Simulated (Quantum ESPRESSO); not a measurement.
## Nb under changes of volume

One of the cells (18.922 Å³/atom); the others are scaled copies at fixed shape and fractional positions:

```
CELL_PARAMETERS angstrom
0.00000 2.11500 2.11500
2.11500 0.00000 2.11500
2.11500 2.11500 0.00000
ATOMIC_POSITIONS crystal
Nb 0.00000 0.00000 0.00000
```

This isn't the form of Nb at room conditions, which is bcc.

* Program: Quantum ESPRESSO 7.5
* Functional: PBEsol
* Potentials or basis: GBRV 1.5 PBEsol
* Cutoff: 612 eV
* Density cutoff: 4898 eV
* k mesh: 11 × 11 × 11
* Occupations: fermi-dirac, width 0.05 eV
* Spin: no spin polarisation

| volume (Å³/atom) | energy over the lowest point (meV/atom) | pressure (GPa) |
| --- | --- | --- |
| 17.786 | ? | ? |
| 18.165 | 0.00 | -1.4 |
| 18.543 | 6.69 | -4.8 |
| 18.922 | 21.14 | -7.9 |
| 19.300 | 42.66 | -10.6 |
| 19.679 | 70.42 | -13.1 |
| 20.057 | 103.86 | -15.4 |

Problem. What does the run at 17.786 Å³/atom give?

Solution. Energy over the lowest point 1.97 meV/atom; pressure 2.4 GPa.

Worked out: A Birch-Murnaghan fit of order 3 (a polynomial in V^(-2/3)) to the other rows has its minimum at 18.06 Å³/atom, just outside them, with B0 = V·E''(V) = 180 GPa and B' = 4.1. It gives 1.98 meV/atom at 17.786 Å³/atom, against the run's 1.97, and -dE/dV = 2.8 GPa, against 2.4.

Energies are extrapolated to zero smearing.
